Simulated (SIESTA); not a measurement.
The system is SnTe.

```
Te Sn
1.0
     0.00000    3.61115    3.61115
     3.61115    0.00000    3.61115
     3.61115    3.61115    0.00000
Te Sn
1 1
Direct
  0.25000 0.25000 0.25000
  0.00000 0.00000 0.00000
```

Measurements of this composition are mostly on another form, of space group No. 225.

Base run:

- Program: SIESTA 5.4.2
- Functional: LDA
- Potentials or basis: PseudoDojo 0.4 standard (LDA files)
- Basis: DZP (energy shift 0.003 Ry; two zetas on semicore shells)
- Grid cutoff: 500 Ry
- Energy shift: 0.003 Ry
- k mesh: 7 × 7 × 7
- Occupations: fermi-dirac, width 0.05 eV
- Spin: no spin polarisation

Its results: pressure -1.7 GPa.

Problem. The run is repeated on the same cell with these changes: functional from LDA to PBEsol; potentials or basis from PseudoDojo 0.4 standard (LDA files) to PseudoDojo 0.4 standard (PBEsol files). What comes out?

Solution. Pressure -0.9 GPa.

Caveats: the basis of atomic orbitals isn't converged, which shifts pressures, moduli and gaps; the basis holds too few empty states to meet the f-sum rule, so the spectrum is short of weight at high energy (some runs).

Not every run made on this cell is shown here.
